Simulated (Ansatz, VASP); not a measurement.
**Cd: VASP beside Ansatz**

INCAR

```
SYSTEM = Cd
ALGO = Normal
EDIFF = 1E-7
ENCUT = 520
GGA = PE
ISIF = 2
ISMEAR = -1
LASPH = .TRUE.
LCHARG = .FALSE.
LREAL = .FALSE.
LWAVE = .FALSE.
NBANDS = 12
NELM = 100
PREC = Accurate
SIGMA = 0.08
```

File KPOINTS:

```
k-points
0
G
  14 14 14
  0 0 0
```

The input POSCAR:

```
Cd
1.0
    0.0000000000      1.9784661877      1.9784661877
    1.9784661877      0.0000000000      1.9784661877
    1.9784661877      1.9784661877      0.0000000000
Cd
1
Direct
    0.0000000000      0.0000000000      0.0000000000
```

Input for Ansatz:

```yaml
crystal:
  lattice:
    - [0.0, 1.9784661877, 1.9784661877]
    - [1.9784661877, 0.0, 1.9784661877]
    - [1.9784661877, 1.9784661877, 0.0]
  atoms:
    - { symbol: Cd, position: [0.0, 0.0, 0.0] }
kpoints:
  mp_grid: { grid: [14, 14, 14] }
scf:
  occupations: { method: fermi_dirac, width: 0.08 }
hamiltonian:
  xc: pbe
  pseudopotentials: { kind: all_electron, lapw: { basis_error: 0.001 } }
output:
  forces: true
  stress: true
  eigenvalues: true
  populations: true
```

Change from the starting cell: volume scaled by 0.68, LAPW.

Alike in both runs: task single point; functional PBE; k mesh 14 × 14 × 14; occupations fermi-dirac, width 0.08 eV; no spin polarisation.

|  | VASP | Ansatz |
| --- | --- | --- |
| version | VASP 6.6.1 | Ansatz 0.2.0 |
| potentials or method | VASP PAW PBE potentials, release 64 (Cd) | all-electron LAPW, scalar-relativistic |
| plane-wave cutoff (eV) | 520 | see its input |

```csv
,VASP,Ansatz,Ansatz less VASP
pressure (GPa),51.4,49.7,-1.66
```

Ansatz ran all-electron here, so the differences hold the error of VASP's frozen core and of both bases.

Caveats: so large a pressure means that the cell lies far from this level's equilibrium, or that cutoff or potentials fall short (VASP).
